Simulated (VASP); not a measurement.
# HgS (F-43m) in VASP: a series of runs, part 2 of 2

VASP 6.6.1.

## (5) Equation of state, PBEsol, 25.55 Å³/atom (volume scaled by 1.02)

The input, INCAR:

```
PREC = Accurate
ENCUT = 520
EDIFF = 1E-7
ISMEAR = -1
SIGMA = 0.05
LREAL = F
LASPH = T
NELM = 60
ALGO = Normal
ISIF = 2
LWAVE = F
LCHARG = F
GGA = PS
NBANDS = 16
```

The input, KPOINTS:

```
regular mesh
0
Gamma
  8 8 8
```

The input, POSCAR:

```
HgS
1.0
    0.0000000000      2.9452270548      2.9452270548
    2.9452270548      0.0000000000      2.9452270548
    2.9452270548      2.9452270548      0.0000000000
Hg S
1 1
Direct
    0.0000000000      0.0000000000      0.0000000000
    0.7500000000      0.7500000000      0.7500000000
```

Run with:

```
$ cat potpaw_PBE.64/Hg/POTCAR potpaw_PBE.64/S/POTCAR > POTCAR
$ mpirun -np 1 vasp_std > vasp.out
```

It took 21 s on 1 thread of Intel Xeon Platinum 8175M at 2.50GHz (Skylake/Cascade Lake), shared host; peak memory 0.18 GiB.

Results (log left out):

```yaml
Free_energy: -5.2777 eV
Pressure: -0.1 GPa
Band_gap_on_the_k_mesh: none (metal or under the smearing width)
```

Caveat: the PAW data sets were made with another functional, which shifts forces and pressure a little.

## (6) Equation of state, PBEsol, 26.05 Å³/atom (volume scaled by 1.04)

INCAR is that of step 5.

KPOINTS is that of step 5.

The input, POSCAR:

```
HgS
1.0
    0.0000000000      2.9643524417      2.9643524417
    2.9643524417      0.0000000000      2.9643524417
    2.9643524417      2.9643524417      0.0000000000
Hg S
1 1
Direct
    0.0000000000      0.0000000000      0.0000000000
    0.7500000000      0.7500000000      0.7500000000
```

Potentials or basis: VASP PAW PBE potentials, release 64 (Hg, S).

Run with:

```
$ cat potpaw_PBE.64/Hg/POTCAR potpaw_PBE.64/S/POTCAR > POTCAR
$ mpirun -np 1 vasp_std > vasp.out
```

Run time: 22 s. Hardware: 1 thread of Intel Xeon Platinum 8175M at 2.50GHz (Skylake/Cascade Lake), shared host; peak memory 0.18 GiB.

Results (log left out):

```yaml
Free_energy: -5.2741 eV
Pressure: -1.2 GPa
Band_gap_on_the_k_mesh: none (metal or under the smearing width)
```

Caveat: the PAW data sets were made with another functional, which shifts forces and pressure a little.

## (7) Equation of state, PBEsol, 26.55 Å³/atom (volume scaled by 1.06)

INCAR is that of step 6.

KPOINTS is that of step 6.

The input, POSCAR:

```
HgS
1.0
    0.0000000000      2.9832341765      2.9832341765
    2.9832341765      0.0000000000      2.9832341765
    2.9832341765      2.9832341765      0.0000000000
Hg S
1 1
Direct
    0.0000000000      0.0000000000      0.0000000000
    0.7500000000      0.7500000000      0.7500000000
```

Run with:

```
$ cat potpaw_PBE.64/Hg/POTCAR potpaw_PBE.64/S/POTCAR > POTCAR
$ mpirun -np 1 vasp_std > vasp.out
```

It took 22 s on 1 thread of Intel Xeon Platinum 8175M at 2.50GHz (Skylake/Cascade Lake), shared host; peak memory 0.18 GiB.

The run converged. Its results:

```yaml
Free_energy: -5.2640 eV
Pressure: -2.2 GPa
Band_gap_on_the_k_mesh: none (metal or under the smearing width)
```

Caveat: the PAW data sets were made with another functional, which shifts forces and pressure a little.

## (8) Equation of state, PBEsol

No new run: the results of the series are fitted here.

What came out:

```
Equilibrium volume                      : 25.54 Å³/atom
Bulk modulus                            : 60 GPa
Pressure derivative of the bulk modulus : 4.9
```

Energy against volume, from the lowest point:
```tsv
volume (Å³/atom)	energy (meV/atom)
23.544	34.37
24.045	18.51
24.546	7.88
25.047	1.86
25.548	0.00
26.049	1.81
26.550	6.88
```

Caveat: the PAW data sets were made with another functional, which shifts forces and pressure a little. The run has no spin-orbit coupling, so splittings on Hg are missing.

## (9) Equation of state, PBE, 23.54 Å³/atom (volume scaled by 0.94)

The input, INCAR:

```
SYSTEM = HgS
PREC = Accurate ; ENCUT = 520
EDIFF = 1E-7 ; ISMEAR = -1
SIGMA = 0.05 ; LREAL = .False.
LASPH = .True. ; NELM = 100
ALGO = Normal ; ISIF = 2
LWAVE = .False. ; LCHARG = .False.
GGA = PE ; NBANDS = 16
```

The input, KPOINTS:

```
Automatic mesh
0
Gamma
  8 8 8
  0 0 0
```

The input, POSCAR:

```
HgS
1.0
    0.0000000000      2.8661220162      2.8661220162
    2.8661220162      0.0000000000      2.8661220162
    2.8661220162      2.8661220162      0.0000000000
Hg S
1 1
Direct
    0.0000000000      0.0000000000      0.0000000000
    0.7500000000      0.7500000000      0.7500000000
```

Potentials or basis: VASP PAW PBE potentials, release 64 (Hg, S).

Run with:

```
$ cat potpaw_PBE.64/Hg/POTCAR potpaw_PBE.64/S/POTCAR > POTCAR
$ mpirun -np 1 vasp_std > vasp.out
```

Run time: 22 s. Hardware: 1 thread of Intel Xeon Platinum 8488C (Sapphire Rapids), shared host; peak memory 0.17 GiB.

The run converged. Its results:

```
Free energy            : -4.3690 eV
Pressure               : 9.7 GPa
Band gap on the k mesh : none (metal or under the smearing width)
```

## (10) Equation of state, PBE, 24.05 Å³/atom (volume scaled by 0.96)

The input, INCAR:

```
SYSTEM = HgS
  ALGO = Normal
  EDIFF = 1E-7
  ENCUT = 520
  GGA = PE
  ISIF = 2
  ISMEAR = -1
  LASPH = .True.
  LCHARG = .False.
  LREAL = .False.
  LWAVE = .False.
  NBANDS = 16
  NELM = 100
  PREC = Accurate
  SIGMA = 0.05
```

The input, KPOINTS:

```
k-points
0
Gamma
  8 8 8
  0 0 0
```

The input, POSCAR:

```
HgS
1.0
    0.0000000000      2.8863066391      2.8863066391
    2.8863066391      0.0000000000      2.8863066391
    2.8863066391      2.8863066391      0.0000000000
Hg S
1 1
Direct
    0.0000000000      0.0000000000      0.0000000000
    0.7500000000      0.7500000000      0.7500000000
```

Run with:

```
$ cat potpaw_PBE.64/Hg/POTCAR potpaw_PBE.64/S/POTCAR > POTCAR
$ mpirun -np 1 vasp_std > vasp.out
```

Run time: 21 s. Hardware: 1 thread of Intel Xeon Platinum 8488C (Sapphire Rapids), shared host; peak memory 0.17 GiB.

It converged, with:

```yaml
Free_energy: -4.4241 eV
Pressure: 7.8 GPa
Band_gap_on_the_k_mesh: none (metal or under the smearing width)
```

## (11) Equation of state, PBE, 24.55 Å³/atom (volume scaled by 0.98)

The input, INCAR:

```
SYSTEM = HgS
PREC     = Accurate       ! precision mode
ENCUT    = 520            ! plane-wave cutoff, eV
EDIFF    = 1E-7           ! SCF threshold, eV
ISMEAR   = -1             ! smearing method
SIGMA    = 0.05           ! smearing width, eV
LREAL    = .FALSE.        ! projectors in reciprocal space
LASPH    = .TRUE.         ! aspherical terms in the spheres
NELM     = 100            ! most SCF steps
ALGO     = Normal         ! electronic algorithm
ISIF     = 2              ! what is computed and relaxed
LWAVE    = .FALSE.        ! write WAVECAR
LCHARG   = .FALSE.        ! write CHGCAR
GGA      = PE             ! functional
NBANDS   = 16             ! bands
```

The input, KPOINTS:

```
Automatic mesh
0
G
  8 8 8
  0 0 0
```

The input, POSCAR:

```
HgS
1.0
    0.0000000000      2.9062128311      2.9062128311
    2.9062128311      0.0000000000      2.9062128311
    2.9062128311      2.9062128311      0.0000000000
Hg S
1 1
Direct
    0.0000000000      0.0000000000      0.0000000000
    0.7500000000      0.7500000000      0.7500000000
```

Run with:

```
$ cat potpaw_PBE.64/Hg/POTCAR potpaw_PBE.64/S/POTCAR > POTCAR
$ mpirun -np 1 vasp_std > vasp.out
```

It took 19 s on 1 thread of Intel Xeon Platinum 8488C (Sapphire Rapids), shared host; peak memory 0.18 GiB.

Results (log left out):

```
Free energy            : -4.4679 eV
Pressure               : 6.1 GPa
Band gap on the k mesh : none (metal or under the smearing width)
```

## (12) Equation of state, PBE, 25.55 Å³/atom (volume scaled by 1.02)

The input, INCAR:

```
SYSTEM = HgS
PREC = Accurate ; ENCUT = 520
EDIFF = 1E-7 ; ISMEAR = -1
SIGMA = 0.05 ; LREAL = .False.
LASPH = .True. ; NELM = 100
ALGO = Normal ; ISIF = 2
LWAVE = .False. ; LCHARG = .False.
GGA = PE ; NBANDS = 16
```

The input, KPOINTS:

```
regular mesh
0
Gamma
  8 8 8
  0 0 0
```

The input, POSCAR:

```
HgS
1.0
    0.0000000000      2.9452270548      2.9452270548
    2.9452270548      0.0000000000      2.9452270548
    2.9452270548      2.9452270548      0.0000000000
Hg S
1 1
Direct
    0.0000000000      0.0000000000      0.0000000000
    0.7500000000      0.7500000000      0.7500000000
```

Potentials or basis: VASP PAW PBE potentials, release 64 (Hg, S).

Run with:

```
$ cat potpaw_PBE.64/Hg/POTCAR potpaw_PBE.64/S/POTCAR > POTCAR
$ mpirun -np 1 vasp_std > vasp.out
```

Wall time 17 s (1 thread of Intel Xeon Platinum 8488C (Sapphire Rapids), shared host); peak memory 0.18 GiB.

Results (log left out):

```
Free energy            : -4.5264 eV
Pressure               : 3.2 GPa
Band gap on the k mesh : none (metal or under the smearing width)
```

## (13) Equation of state, PBE, 26.05 Å³/atom (volume scaled by 1.04)

The input, INCAR:

```
SYSTEM = HgS
PREC = Accurate
ENCUT = 520
EDIFF = 1E-7
ISMEAR = -1
SIGMA = 0.05
LREAL = .FALSE.
LASPH = .TRUE.
NELM = 100
ALGO = Normal
ISIF = 2
LWAVE = .FALSE.
LCHARG = .FALSE.
GGA = PE
NBANDS = 16
```

The input, KPOINTS:

```
regular mesh
0
G
  8 8 8
  0 0 0
```

The input, POSCAR:

```
HgS
1.0
    0.0000000000      2.9643524417      2.9643524417
    2.9643524417      0.0000000000      2.9643524417
    2.9643524417      2.9643524417      0.0000000000
Hg S
1 1
Direct
    0.0000000000      0.0000000000      0.0000000000
    0.7500000000      0.7500000000      0.7500000000
```

Run with:

```
$ cat potpaw_PBE.64/Hg/POTCAR potpaw_PBE.64/S/POTCAR > POTCAR
$ mpirun -np 1 vasp_std > vasp.out
```

Run time: 18 s. Hardware: 1 thread of Intel Xeon Platinum 8488C (Sapphire Rapids), shared host; peak memory 0.18 GiB.

It converged, with:

| Quantity | Value |
| --- | --- |
| Free energy | -4.5430 eV |
| Pressure | 2.0 GPa |
| Band gap on the k mesh | none (metal or under the smearing width) |

## (14) Equation of state, PBE, 26.55 Å³/atom (volume scaled by 1.06)

The input, INCAR:

```
  ALGO = Normal
  EDIFF = 1E-7
  ENCUT = 520
  GGA = PE
  ISIF = 2
  ISMEAR = -1
  LASPH = T
  LCHARG = F
  LREAL = F
  LWAVE = F
  NBANDS = 16
  NELM = 80
  PREC = Accurate
  SIGMA = 0.05
```

The input, KPOINTS:

```
k-points
0
Gamma
  8 8 8
```

The input, POSCAR:

```
HgS
1.0
    0.0000000000      2.9832341765      2.9832341765
    2.9832341765      0.0000000000      2.9832341765
    2.9832341765      2.9832341765      0.0000000000
Hg S
1 1
Direct
    0.0000000000      0.0000000000      0.0000000000
    0.7500000000      0.7500000000      0.7500000000
```

Run with:

```
$ cat potpaw_PBE.64/Hg/POTCAR potpaw_PBE.64/S/POTCAR > POTCAR
$ mpirun -np 1 vasp_std > vasp.out
```

Run time: 19 s. Hardware: 1 thread of Intel Xeon Platinum 8488C (Sapphire Rapids), shared host; peak memory 0.17 GiB.

It converged, with:

| Item | Value |
| --- | --- |
| Free energy | -4.5524 eV |
| Pressure | 0.9 GPa |
| Band gap on the k mesh | none (metal or under the smearing width) |

## (15) Equation of state, PBE

Potentials or basis: VASP PAW PBE potentials, release 64 (Hg, S).

No new run: the results of the series are fitted here.

What came out:

| Property | Result |
| --- | --- |
| Equilibrium volume | 27.04 Å³/atom (rough: see the caveat) |
| Bulk modulus | 50 GPa (rough) |

Energy against volume, from the lowest point:
```tsv
volume (Å³/atom)	energy (meV/atom)
23.544	91.69
24.045	64.16
24.546	42.25
25.047	25.37
25.548	13.02
26.049	4.71
26.550	0.00
```

Caveat: the minimum lies outside the volumes run. The run has no spin-orbit coupling, so splittings on Hg are missing.
